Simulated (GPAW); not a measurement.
Set up this calculation in GPAW 26.7.0, as an ASE script.

```
Task                : band structure
Functional          : BLYP
Potentials or basis : PAW data sets generated in the run's folder for this functional
Cutoff              : 800 eV
Basis               : pw
k mesh              : 8 × 8 × 5
Occupations         : fermi-dirac, width 0.05 eV
Spin                : collinear spin, ferromagnetic start
Starting moments    : [1.0, 0.0, 0.0] μB
Eigensolver         : davidson
Maxiter             : 150
Band path           : GMKGALHA,LM,KH
Band points         : 60
```

The system is NiO2.

```
Ni O
1.0
     2.79878    0.00000    0.00000
    -1.39939    2.42382    0.00000
     0.00000    0.00000    4.61827
Ni O
1 2
Cartesian
  0.0000 0.0000 2.3091
  0.0000 1.6159 1.3576
  1.3994 0.8079 3.2607
```

The cell comes from a database or a generator and needn't be the stable form of this composition.

One way to write it, as run:

run.py

```python
from ase import Atoms
from ase.dft.bandgap import bandgap
from ase.io import write
from ase.units import GPa
from gpaw import GPAW, PW, setup_paths

setup_paths.insert(0, '.')

atoms = Atoms(['Ni', 'O', 'O'],
              cell=[[2.798781865, 0.0, 0.0],
                    [-1.3993909325, 2.4238161948, 0.0],
                    [0.0, 0.0, 4.618273]],
              scaled_positions=[[0.0, 0.0, 0.5],
                                [0.3333333333, 0.6666666667, 0.293961],
                                [0.6666666667, 0.3333333333, 0.706039]],
              pbc=True)
atoms.set_initial_magnetic_moments([1.0, 0.0, 0.0])

calc = GPAW(mode=PW(800),
            xc='BLYP',
            kpts={'size': (8, 8, 5), 'gamma': True},
            occupations={'name': 'fermi-dirac', 'width': 0.05},
            nbands=26,
            convergence={'density': 1e-05, 'energy': 1e-05},
            eigensolver='davidson',
            maxiter=150,
            txt='gpaw.txt')
atoms.calc = calc
energy = atoms.get_potential_energy()
forces = atoms.get_forces()
stress = atoms.get_stress()
calc.write('gs.gpw')
write('result.traj', atoms)
print(f'Energy: {energy:.6f} eV')
print('Forces (eV/A):')
print(forces.round(4))
print('Stress (GPa):', (stress / GPa).round(3))
print('Moments:', calc.get_magnetic_moments().round(3))
print('Fermi level:', round(calc.get_fermi_level(), 4), 'eV')
print(f'Gap: {bandgap(calc)[0]:.4f} eV, direct: {bandgap(calc, direct=True)[0]:.4f} eV')

path = atoms.cell.bandpath('GMKGALHA,LM,KH', npoints=60, eps=1e-4)
bs_calc = calc.fixed_density(kpts=path, symmetry='off', nbands=38,
                             convergence={'bands': 'CBM+6.0', 'eigenstates': 1e-6}, txt='bands.txt')
bs = bs_calc.band_structure()
bs.write('bs.json')
print(f'Gap on the path: {bandgap(bs_calc)[0]:.4f} eV')
```

Potentials or basis: PAW data sets generated in the run's folder for this functional, pw.

Run with:

```sh
$ gpaw-setup -f BLYP Ni O
$ OMP_NUM_THREADS=1 python run.py
```

Results of the run:

* Pressure: 9.5 GPa
* Largest force: 0.302 eV/Å
* Band gap on the k mesh: 1.12 eV, indirect (least direct gap 1.36 eV)
* Band gap along the path: 1.21 eV, indirect (least direct gap 1.51 eV)
* Net moment: 0.00 μB per cell

Caveat: the stock nickel data set gives pressures a few GPa off other programs; the run has no moments, though such compounds are often magnetic; a magnetic state may lie lower.

It took 95 s on 1 thread of Arm Neoverse V2 (shared host), peak memory 0.39 GiB.
